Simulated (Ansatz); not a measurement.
## AlN: a vibration from a frozen displacement

Level of theory: DFT r2SCAN, scalar-relativistic, plane waves, PAW in Ansatz. The runs took a 500 eV cutoff, a Γ-centred 6×6×6 mesh and Gaussian smearing (0.05 eV). No spin polarisation. Energies are free energies at this smearing, counted from the undisturbed cell; pressure is positive in compression.

The undisturbed cell (relaxed at this level; this zinc-blende form isn't the usual structure):

```
Al N
1.0
     4.36980    0.00000    0.00000
     0.00000   -4.36980    0.00000
     0.00000    0.00000   -4.36980
Al N
4 4
Direct
  0.00000 0.00000 0.00000
  0.50000 0.50000 0.00000
  0.50000 0.00000 0.50000
  0.00000 0.50000 0.50000
  0.75000 0.75000 0.75000
  0.25000 0.25000 0.75000
  0.25000 0.75000 0.25000
  0.75000 0.25000 0.25000
```

Atom 5 (N) is moved by x along the Cartesian unit vector (0.000, 0.000, 1.000); the cell and all other atoms stay fixed. The cell's volume is 83.44 Å³; the moved atoms weigh 14.007 u together and the others 149.947 u. Some rows repeat others by symmetry and weren't run.

| x (Å) | ΔE (meV/cell) | total force on the moved atoms along the move (eV/Å) | pressure (GPa) |
| --- | --- | --- | --- |
| -0.4500 | 1948.57 | 8.0949 | 6.7166 |
| -0.3750 | 1380.16 | 7.0338 | 4.7760 |
| -0.3000 | 897.42 | 5.8157 | 3.1142 |
| -0.2250 | 510.96 | 4.4715 | 1.7763 |
| -0.1500 | 229.04 | 3.0331 | 0.7965 |
| -0.0750 | 57.55 | 1.5322 | 0.1988 |
| 0.0000 | 0.00 | 0.0000 | -0.0019 |
| 0.0750 | 57.55 | -1.5322 | 0.1988 |
| 0.1500 | 229.04 | -3.0331 | 0.7965 |
| 0.2250 | 510.96 | -4.4715 | 1.7763 |
| 0.3000 | 897.42 | -5.8157 | 3.1142 |
| 0.3750 | 1380.16 | -7.0338 | 4.7760 |
| 0.4500 | 1948.57 | -8.0949 | 6.7166 |

**Question.** What frequency belongs to this motion?

**Answer.** The force constant is k = −dF/dx = 20.429 eV/Å², from the parabola through x = -0.0750, 0 and 0.0750. In every cell the moved atoms swing against the rest, so the mass is μ = m₁m₂/(m₁ + m₂) = 12.810 u, and ν̃ = 521.5 cm⁻¹ × √(|k|/μ) = 659 cm⁻¹. The pattern needn't be a normal mode: ν̃² is then a weighted mean of the squared nonzero frequencies at the zone centre of this cell, taken without macroscopic field, so it lies between the lowest and the highest of them.

**Question.** How far does the harmonic law reach?

**Answer.** At x = -0.450 Å, kx²/2 = 2068.47 meV against the computed 1948.57 meV (-5.8 %): the well is still close to harmonic there.

**Question.** The pressure changes with x². What does that say about the frequency under compression?

**Answer.** With E = k(V)x²/2, k ∝ V^(−2γ) and x scaling with the cell as V^(1/3), P − P0 = −∂E/∂V = (2γ − 2/3) ΔE/V. At x = 0.1500 Å, V(P − P0) = 83.44 × 0.79847 / 160.2 eV = 415.85 meV and ΔE = 229.04 meV, so γ = 1/3 + V(P − P0)/(2ΔE) = 1.24. This is the Grüneisen parameter of the motion under uniform scaling of the cell: shrinking the cell evenly by 1 % in volume raises the frequency by about 1.24 %.